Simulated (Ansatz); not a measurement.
Set up this calculation in Ansatz 0.2.0, as the native input.

```yaml
Task: band structure
Functional: B3LYP5
Potentials_or_basis: Ansatz PAW
Cutoff: "420 eV (not typed: the program's choice for these potentials)"
k_mesh: 6 × 6 × 3
Occupations: fermi-dirac, width 0.05 eV
Spin: no spin polarisation
Path: "[[\"G\", \"M\", \"K\", \"G\", \"A\", \"L\", \"H\", \"A\"], [\"L\", \"M\"], [\"K\", \"H\"]]"
Points_for_each_segment_of_the_path: 4
```

SiC (Moissanite):

```xyz
4
Lattice="3.0760 0.0000 0.0000 -1.5380 2.6639 0.0000 0.0000 0.0000 5.0480" Properties=species:S:1:pos:R:3 pbc="T T T"
Si    1.5380    0.8880    2.5240
Si    0.0000    1.7759    0.0000
C     1.5380    0.8880    4.4675
C     0.0000    1.7759    1.9435
```

The input as run:

input.yaml

```yaml
crystal:
  lattice:
    - [3.076, 0.0, 0.0]
    - [-1.538, 2.663894142, 0.0]
    - [0.0, 0.0, 5.048]
  atoms:
    - { symbol: Si, position: [0.6666666667, 0.3333333333, 0.5] }
    - { symbol: Si, position: [0.3333333333, 0.6666666667, 0.0] }
    - { symbol: C, position: [0.6666666667, 0.3333333333, 0.885] }
    - { symbol: C, position: [0.3333333333, 0.6666666667, 0.385] }
hamiltonian:
  xc: b3lyp5
  pseudopotentials: { kind: paw }
kpoints:
  mp_grid: { grid: [6, 6, 3] }
  band_path:
    path:
      - [[0.0, 0.0, 0.0], [0.5, 0.0, 0.0], [0.3333333333, 0.3333333333, 0.0], [0.0, 0.0, 0.0], [0.0, 0.0, 0.5], [0.5, 0.0, 0.5], [0.3333333333, 0.3333333333, 0.5], [0.0, 0.0, 0.5]]
      - [[0.5, 0.0, 0.5], [0.5, 0.0, 0.0]]
      - [[0.3333333333, 0.3333333333, 0.0], [0.3333333333, 0.3333333333, 0.5]]
    npoints: 4
scf:
  occupations: { method: fermi_dirac, width: 0.05 }
  n_extra_bands: 10
output:
  forces: true
  stress: true
  eigenvalues: true
  fatbands: false
```

Potentials or basis: Ansatz PAW.

Launch:

```console
$ ansatz run input.yaml --threads 2 --pin off --max-ram 5632MiB --backend cpu --events-out ev --progress --plain --runs-dir out
```

It gave:

- Pressure: 3.3 GPa
- Largest force: 0.776 eV/Å
- Band gap on the k mesh: 3.95 eV, indirect (least direct gap 5.81 eV)
- Band gap along the path: 3.95 eV, indirect (least direct gap 5.81 eV)

Caveat: the pressure holds a Pulay correction of +0.3 GPa for the finite cutoff; the PAW data sets come from PBE, with cores solved anew for the run's functional, which leaves a small shift of forces and pressure; the thresholds are loose for stress.

It took 74 s on 2 threads of INTEL(R) XEON(R) PLATINUM 8581C CPU @ 2.30GHz (Emerald Rapids), on a shared host, peak memory 0.77 GiB.
